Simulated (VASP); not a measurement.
# SnO2 (Pmmm) in VASP: further runs, part 2 of 2

VASP 6.6.1. The steps go on from the part before.

## Step 3: Relaxation of cell and atoms, PBE

Contents of INCAR:

```
SYSTEM = SnO2
PREC     = Accurate       ! precision mode
ENCUT    = 600            ! plane-wave cutoff, eV
EDIFF    = 1E-6           ! SCF threshold, eV
ISMEAR   = -1             ! smearing method
SIGMA    = 0.05           ! smearing width, eV
LREAL    = .False.        ! projectors in reciprocal space
LASPH    = .True.         ! aspherical terms in the spheres
NELM     = 80             ! most SCF steps
ALGO     = Normal         ! electronic algorithm
ISIF     = 3              ! what is computed and relaxed
LWAVE    = .False.        ! write WAVECAR
LCHARG   = .False.        ! write CHGCAR
GGA      = PE             ! functional
IBRION   = 2              ! ionic algorithm
NSW      = 60             ! ionic steps
EDIFFG   = -0.01          ! ionic threshold
```

Contents of KPOINTS:

```
Automatic mesh
0
Gamma
  9 6 5
  0 0 0
```

Contents of POSCAR:

```
SnO2
1.0
    3.0232700000      0.0000000000      0.0000000000
    0.0000000000      4.9646800000      0.0000000000
    0.0000000000      0.0000000000      5.9769600000
Sn O
1 2
Direct
    0.5000000000      0.5000000000      0.0000000000
    0.0000000000      0.5000000000      0.7757200000
    0.0000000000      0.5000000000      0.2242800000
```

Potentials or basis: VASP PAW PBE potentials, release 64 (Sn_d, O).

Command:

```console
$ cat potpaw_PBE.64/Sn_d/POTCAR potpaw_PBE.64/O/POTCAR > POTCAR
$ mpirun -np 1 vasp_std > vasp.out
```

OUTCAR:

```text
SYSTEM = SnO2
   PREC = Accurate
   ENCUT = 600
   EDIFF = 1E-6
   ISMEAR = -1
   LREAL = .False.
   LASPH = .True.
   NELM = 80
   ISIF = 3
   GGA = PE
   IBRION = 2
   NSW = 60
   EDIFFG = -0.01

 ion  position               nearest neighbor table
   1  0.500  0.500  0.000-   2 2.02   3 2.02   2 2.02   3 2.02
   2  0.000  0.500  0.776-   1 2.02   1 2.02
   3  0.000  0.500  0.224-   1 2.02   1 2.02

  LATTYP: Found a simple orthorhombic cell.
 ALAT       =     3.0232700000
 B/A-ratio  =     1.6421556791
 C/A-ratio  =     1.9769851849

  Lattice vectors:

 A1 = (   3.0232700000,   0.0000000000,   0.0000000000)
 A2 = (   0.0000000000,   4.9646800000,   0.0000000000)
 A3 = (   0.0000000000,   0.0000000000,   5.9769600000)

Analysis of symmetry for initial positions (statically):
=====================================================================
 Subroutine PRICEL returns:
 Original cell was already a primitive cell.

 Routine SETGRP: Setting up the symmetry group for a
 simple orthorhombic supercell.

 Subroutine GETGRP returns: Found  8 space group operations
 (whereof  8 operations were pure point group operations)
 out of a pool of  8 trial point group operations.

The static configuration has the point symmetry D_2h.

Analysis of symmetry for dynamics (positions and initial velocities):
=====================================================================
 Subroutine PRICEL returns:
 Original cell was already a primitive cell.

 Routine SETGRP: Setting up the symmetry group for a
 simple orthorhombic supercell.

 Subroutine GETGRP returns: Found  8 space group operations
 (whereof  8 operations were pure point group operations)
 out of a pool of  8 trial point group operations.

The dynamic configuration has the point symmetry D_2h.

 Subroutine INISYM returns: Found  8 space group operations
 (whereof  8 operations are pure point group operations),
 and found     1 'primitive' translations

----------------------------------------------------------------------------------------

                                     Primitive cell

  volume of cell :      89.7116

  direct lattice vectors                    reciprocal lattice vectors
     3.023270000  0.000000000  0.000000000     0.330767679  0.000000000  0.000000000
     0.000000000  4.964680000  0.000000000     0.000000000  0.201422851  0.000000000
     0.000000000  0.000000000  5.976960000     0.000000000  0.000000000  0.167309134

  length of vectors
     3.023270000  4.964680000  5.976960000     0.330767679  0.201422851  0.167309134

  position of ions in fractional coordinates (direct lattice)
     0.500000000  0.500000000  0.000000000
     0.000000000  0.500000000  0.775720000
     0.000000000  0.500000000  0.224280000

  ion indices of the primitive-cell ions
   primitive index   ion index
                 1           1
                 2           2
                 3           3

----------------------------------------------------------------------------------------
[... 63 lines left out ...]
   ICHARG =      2    charge: 1-file 2-atom 10-const
   ISPIN  =      1    spin polarized calculation?
   LNONCOLLINEAR =      F non collinear calculations
   LSORBIT =      F    spin-orbit coupling
   LASPH  =      T    aspherical Exc in radial PAW
   ENCUT  =  600.0 eV  44.10 Ry    6.64 a.u.   6.04  9.92 11.94*2*pi/ulx,y,z
   NELM   =     80;   NELMIN=  2; NELMDL= -5     # of ELM steps
   EDIFF  = 0.1E-05   stopping-criterion for ELM
   LREAL  =      F    real-space projection
   EDIFFG = -.1E-01   stopping-criterion for IOM
   NSW    =     60    number of steps for IOM
   IBRION =      2    ionic relax: 0-MD 1-quasi-New 2-CG
   NFREE  =      1    steps in history (QN), initial steepest desc. (CG)
   ISIF   =      3    stress and relaxation
   ISYM   =      2    0-nonsym 1-usesym 2-fastsym
   POTIM  = 0.5000    time-step for ionic-motion
   TEBEG  =    0.0;   TEEND  =   0.0 temperature during run
   PSTRESS=    0.0 pullay stress
   NELECT =      26.0000    total number of electrons
   NUPDOWN=      -1.0000    fix difference up-down
   EMIN   =  10.00;   EMAX   =-10.00  energy-range for DOS
   EFERMI =   0.00;   METHOD = LEGACY
   ISMEAR =    -1;   SIGMA  =   0.05  broadening in eV -4-tet -1-fermi 0-gaus
   EFERMI_NEDOS =   21; number of points for ismear=-14 and -15
   IALGO  =     38    algorithm
   IMIX   =      4    mixing-type and parameters
     AMIX     =   0.40;   BMIX     =  1.00
     AMIX_MAG =   1.60;   BMIX_MAG =  1.00
  volume/ion in A,a.u.               =      29.90       201.80
  Fermi-wavevector in a.u.,A,eV,Ry     =   1.083386  2.047302 15.969492  1.173725
  Thomas-Fermi vector in A             =   2.219450
   LORBIT       =      0    0 simple, 1 ext, 2 COOP (PROOUT), +10 PAW based schemes
   GGA     = PE    functional components
   LHFCALC =     F    Hartree Fock is set to
   AEXX    =    0.0000 exact exchange contribution
   IVDW    =     0    specifies the selected vdW correction
   LEPSILON=     F    determine dielectric tensor
   LRPA    =     F    only Hartree local field effects (RPA)
 conjugate gradient relaxation of ions
 non-spin polarized calculation
  energy-cutoff  :      600.00
  volume of cell :       89.71
 maximum number of plane-waves:      3022
   NGX = 13   NGY = 19   NGZ = 23

--------------------------------------- Ionic step        1  -------------------------------------------

 number of electron      25.9999999 magnetization

 Free energy of the ion-electron system (eV)
  ---------------------------------------------------
  ext. energy  EPLUGINS =         0.00000000
  ---------------------------------------------------
  free energy    TOTEN  =       -16.14897547 eV

  energy without entropy =      -16.14897536  energy(sigma->0) =      -16.14897542

------------------------ aborting loop because EDIFF is reached ----------------------------------------

  FORCE on cell =-STRESS in cart. coord.  units (eV):
  Direction    XX          YY          ZZ          XY          YZ          ZX
  --------------------------------------------------------------------------------------
  -------------------------------------------------------------------------------------
  Total        0.5422009      0.2120882      0.4198920      0.0000000      0.0000000      0.0000000
  in kB        9.6832751      3.7877262      7.4989365      0.0000000      0.0000000      0.0000000
  external PRESSURE =       6.9899793 kB  Pullay stress =       0.0000000 kB
[... 92 lines left out ...]
  FREE ENERGIE OF THE ION-ELECTRON SYSTEM (eV)
  ---------------------------------------------------
  free  energy   TOTEN  =       -16.1505959106 eV

  energy  without entropy=      -16.1505957865  energy(sigma->0) =      -16.15059585

[... ionic steps 4 to 42 ...]

--------------------------------------- Ionic step       43  -------------------------------------------

 number of electron      26.0000018 magnetization

------------------------ aborting loop because EDIFF is reached ----------------------------------------
[... 69 lines left out ...]
--------------------------------------- Ionic step       45  -------------------------------------------

 number of electron      26.0000018 magnetization

 Free energy of the ion-electron system (eV)
  ---------------------------------------------------
  ext. energy  EPLUGINS =         0.00000000
  ---------------------------------------------------
  free energy    TOTEN  =       -16.17635708 eV

  energy without entropy =      -16.17635707  energy(sigma->0) =      -16.17635707

 E-fermi :  -1.6288     XC(G=0):  -5.4459

 val. band max:       -2.5164557913   @ k =   0.4444   0.5000   0.0000
 cond. band min:      -0.8635229197   @ k =   0.0000   0.0000   0.0000
 fundamental gap:      1.6529328716
 Fermi energy:        -1.6287697343

 k-point     1 :       0.0000    0.0000    0.0000
  band No.  band energies     occupation
      1     -23.6956      2.00000
      2     -22.9788      2.00000
      3     -22.8924      2.00000
      4     -22.7857      2.00000
      5     -22.7683      2.00000
      6     -19.4938      2.00000
[... 457 lines left out ...]
      4     -22.9590      2.00000
      5     -22.5903      2.00000
      6     -19.3864      2.00000
[... 9 lines left out ...]
     16       4.4024      0.00000
     17       6.0324      0.00000

 [... further k-points ...]

------------------------ aborting loop because EDIFF is reached ----------------------------------------

  FORCE on cell =-STRESS in cart. coord.  units (eV):
  Direction    XX          YY          ZZ          XY          YZ          ZX
  --------------------------------------------------------------------------------------
  -------------------------------------------------------------------------------------
  Total        0.0224993     -0.0215516     -0.0156026      0.0000000      0.0000000      0.0000000
  in kB        0.3204847     -0.3069852     -0.2222463      0.0000000      0.0000000      0.0000000
  external PRESSURE =      -0.0695823 kB  Pullay stress =       0.0000000 kB
[... 18 lines left out ...]
  FREE ENERGIE OF THE ION-ELECTRON SYSTEM (eV)
  ---------------------------------------------------
  free  energy   TOTEN  =       -16.1763570775 eV

  energy  without entropy=      -16.1763570719  energy(sigma->0) =      -16.17635707

 reached required accuracy - stopping structural energy minimisation
```

Run time: 14 min. Hardware: 1 thread of Intel Xeon 6975P-C (Granite Rapids), shared host; peak memory 0.28 GiB.

What came out:

| Property | Result |
| --- | --- |
| Free energy | -16.1764 eV |
| Relaxed volume | 37.49 Å³/atom |
| Relaxed cell | a = 3.032 Å, b = 5.725 Å, c = 6.480 Å, α = 90.00°, β = 90.00°, γ = 90.00° |
| Space group after relaxing (to 0.05 Å) | Pmmm (No. 47) |
| Energy gained by relaxing | 9.1 meV/atom |
| Ionic steps | 45 |
| Pressure after relaxing | 0.0 GPa |
| Largest force after relaxing | 0.006 eV/Å |
| Band gap on the k mesh | 1.65 eV, indirect (least direct gap 2.10 eV) |

Forces in eV/Å, atoms in the order of the input:
```
Sn   0.000  0.000  0.000
O    0.000  0.000  0.006
O    0.000  0.000 -0.006
```

The path:
```
step  energy change (eV)  largest force (eV/Å)  pressure (GPa)  volume (Å³)
   1              0.0000                0.0912            0.70        89.71
   3             -0.0016                0.0550            0.12        90.33
   5             -0.0050                0.0149            0.09        92.01
   7             -0.0127                0.1748            0.03        99.74
   9             -0.0141                0.1652            0.03       100.36
  11             -0.0196                0.1225            0.03       103.14
  13             -0.0239                0.0301           -0.06       114.52
  15             -0.0265                0.0263            0.00       110.40
  17             -0.0266                0.0246           -0.02       109.23
  19             -0.0267                0.0081           -0.01       109.60
  21             -0.0267                0.0040           -0.01       109.70
  23             -0.0267                0.0038            0.01       109.68
  25             -0.0267                0.0006            0.04       109.74
  27             -0.0267                0.0311           -0.01       110.06
  29             -0.0268                0.0300           -0.02       110.32
  31             -0.0270                0.0241           -0.07       111.47
  33             -0.0270                0.0018            0.01       111.49
  35             -0.0272                0.0117            0.02       111.74
  37             -0.0273                0.0149            0.02       112.18
  39             -0.0273                0.0090           -0.03       112.35
  41             -0.0274                0.0160           -0.03       112.45
  43             -0.0274                0.0201           -0.03       112.52
  45             -0.0274                0.0065           -0.01       112.48
```

Final structure:
```cif
data_structure
_symmetry_space_group_name_H-M 'P 1'
_symmetry_Int_Tables_number 1
_cell_length_a 3.0320
_cell_length_b 5.7250
_cell_length_c 6.4799
_cell_angle_alpha 90.000
_cell_angle_beta 90.000
_cell_angle_gamma 90.000
_cell_volume 112.48
loop_
_atom_site_label
_atom_site_type_symbol
_atom_site_fract_x
_atom_site_fract_y
_atom_site_fract_z
_atom_site_occupancy
Sn1 Sn 0.50000 0.50000 0.00000 1
O1 O 0.00000 0.50000 0.79258 1
O2 O 0.00000 0.50000 0.20742 1
```

Levels at points of the mesh, in eV from the valence-band top:
```
           k point  band 10  band 11  band 12  band 13  band 14  band 15  band 16  band 17
(0.00, 0.00, 0.00)    -2.14    -0.88    -0.79    -0.45     1.65     4.42     6.28     6.45
(0.00, 0.50, 0.00)    -2.14    -0.91    -0.79    -0.45     2.05     3.55     7.08     7.20
```

Caveat: the volume moved by over 15 % at a fixed basis, so the end points are rough; spin-orbit coupling is left out, which moves the levels of the heavy elements; an odd mesh through Γ misses points on the zone boundary, where band edges often lie.

## Step 4: For comparison

An earlier run on the cell as given: functional PBE; potentials or basis VASP PAW PBE potentials, release 64 (Sn_d, O); cutoff 520 eV; k mesh 9 × 6 × 5; occupations fermi-dirac, width 0.05 eV; no spin polarisation.

- Pressure: 0.8 GPa
- Largest force: 0.095 eV/Å
- Band gap on the k mesh: 1.29 eV, indirect (least direct gap 1.85 eV)

## Step 5: Overview

| task | level | potentials or basis | cell | cutoff (eV) | gap on the mesh (eV) | pressure (GPa) | relaxed volume (Å³/atom) | largest force (eV/Å) |
| --- | --- | --- | --- | --- | --- | --- | --- | --- |
| relaxation of cell and atoms | LDA | VASP PAW LDA potentials, release 64 (Sn_d, O) | relaxed | 600 | 1.23 | 0.0 | 31.69 | 0.01 |
| relaxation of cell and atoms | PBE | VASP PAW PBE potentials, release 64 (Sn_d, O) | relaxed | 600 | 1.65 | 0.0 | 37.49 | 0.01 |
| single point | PBE | VASP PAW PBE potentials, release 64 (Sn_d, O) | as given | 520 | 1.29 | 0.8 | - | 0.09 |

Alike in all rows: no spin polarisation; k mesh 9 × 6 × 5; smearing fermi-dirac 0.05 eV.

Caveats: spin-orbit coupling is left out, which moves the levels of the heavy elements; an odd mesh through Γ misses points on the zone boundary, where band edges often lie; the volume moved by over 15 % at a fixed basis, so the end points are rough (some runs).

Absolute energies hang on the potentials; compare differences alone.
